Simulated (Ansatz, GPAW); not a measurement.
**One calculation of V, 3 ways**

```
V
1.0
    -1.51435    1.51435    1.51435
     1.51435   -1.51435    1.51435
     1.51435    1.51435   -1.51435
V
1
Direct
  0.00000 0.00000 0.00000
```

Alike in all runs: task single point; functional PBE; k mesh 12 × 12 × 12; occupations gaussian, width 0.017 eV; collinear spin, ferromagnetic start; no spin-orbit coupling. Pressure is positive in compression and, in plane waves, holds the error of the finite cutoff, which Ansatz's Pulay term estimates and takes out.

```tsv
program and potentials	plane-wave cutoff (eV)	notes	band gap (eV)	pressure (GPa)	net moment per atom (μB)
Ansatz, Ansatz PAW	420	-	?	?	?
GPAW, GPAW PAW data sets (gpaw-data 1.2.1)	600	-	no gap	-4.18	0.11
Ansatz, all-electron LAPW, scalar-relativistic	-	-	no gap	-5.27	0.12
```

**Question.** Estimate from the other rows what the run with Ansatz, Ansatz PAW gave.

**Answer.** No band gap; pressure -5.21 GPa; net moment per atom 0.12 μB. Its pressure holds a Pulay term of +0.08 GPa. The other rows, which needn't bracket it: pressure -5.27 to -4.18; net moment per atom 0.11 to 0.12.
